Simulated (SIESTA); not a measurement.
**Te2Mo under changes of volume**

One of the cells (64.121 Å³/atom); the others are scaled copies at fixed shape and fractional positions:

```
Te Mo
1.0
     3.56023    0.00000    0.00000
    -1.78012    3.08325    0.00000
     0.00000    0.00000   17.52406
Te Mo
2 1
Direct
  0.33333 0.66667 0.10214
  0.33333 0.66667 0.89786
  0.00000 0.00000 0.00000
```

| Quantity | Value |
| --- | --- |
| Program | SIESTA 5.4.2 |
| Functional | LDA |
| Potentials or basis | PseudoDojo 0.4 standard (LDA files) |
| Basis | DZP (energy shift 0.003 Ry; two zetas on semicore shells) |
| Grid cutoff | 800 Ry |
| Energy shift | 0.003 Ry |
| k mesh | 9 × 9 × 2 |
| Occupations | fermi-dirac, width 0.05 eV |
| Spin | no spin polarisation |

```tsv
volume (Å³/atom)	energy over the lowest point (meV/atom)	gap on the mesh (eV)	largest force (eV/Å)
60.274	16.72	1.12	1.085
61.556	4.47	1.08	0.715
62.839	0.00	1.05	0.379
64.121	2.46	1.02	0.067
65.404	11.13	0.99	0.220
66.686	25.34	0.96	0.484
67.968	?	?	?
```

Question: What does the run at 67.968 Å³/atom give?

Answer: Energy over the lowest point 44.48 meV/atom; gap on the mesh 0.93 eV; largest force 0.726 eV/Å.

Worked out: A Birch-Murnaghan fit of order 3 (a polynomial in V^(-2/3)) to the other rows has its minimum at 63.00 Å³/atom with B0 = V·E''(V) = 42 GPa and B' = 4.5 at fixed shape and positions, which overstates the stiffness. It gives 44.50 meV/atom at 67.968 Å³/atom, against the run's 44.48. A straight line through the other rows of the gap, of slope -1.56 eV per unit of ln V (its deformation potential), extrapolates to 0.93 eV, against the run's 0.93.

Energies are extrapolated to zero smearing.

Caveats: spin-orbit coupling is left out, which moves the levels of the heavy elements; the basis of atomic orbitals isn't converged, which shifts pressures, moduli and gaps.

A mesh can miss the band edges.
